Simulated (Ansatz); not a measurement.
## Vibrational response of BN at 2 GPa

Theory: Ansatz 0.2.0, DFT PBEsol, scalar-relativistic, plane waves, PAW. Settings: 420 eV plane-wave cutoff, Γ-centred 12×12×12 mesh, fixed occupations. No spin polarisation. Phonons by linear response, acoustic sum rule imposed.

The cell, relaxed at 2 GPa:
```xyz
2
Lattice="2.4899 0.0016 -0.2243 -1.2362 2.1613 0.2242 -0.9625 -0.8868 3.2415" Properties=species:S:1:pos:R:3 pbc="T T T"
B     1.2479    2.1498   -0.0191
N     0.2792   -0.1782    3.1433
```

The crystal is built of layers and no dispersion correction was added, so the binding between them is poorly described, and with it their spacing and whatever depends on it.

Optical modes at Γ (transverse, no macroscopic field); i marks an imaginary frequency:
```
frequency (cm⁻¹) degeneracy IR intensity of the level ((D/Å)²/amu)
             737           1                                    2.26
            1372           1                                   27.54
            1372           1                                   27.54
```

All 3 optical modes at Γ are real: no displacement of atoms at fixed cell lowers the energy to second order. Strains and modes at other wave vectors aren't tested by this run.

| Item | Value |
| --- | --- |
| Electronic dielectric constant ε∞ (principal values) | 2.89, 4.98, 4.98 |
| Static dielectric constant ε0 (principal values) | 3.4, 6.8, 6.8 |
| Refractive index √ε∞, mean | 2.07 |
| Kohn–Sham gap on the mesh | 4.04 eV |
| Cost | 77 s on 1 thread of Arm Neoverse V2 (shared host), peak memory 0.66 GiB |

Born effective charges (e):
```
      atom Z*xx Z*yy Z*zz mean
B (atom 1)   2.68   2.69   0.79   2.06
N (atom 2)  -2.68  -2.69  -0.79  -2.06
```

This form isn't the usual stable structure of the compound at low pressure.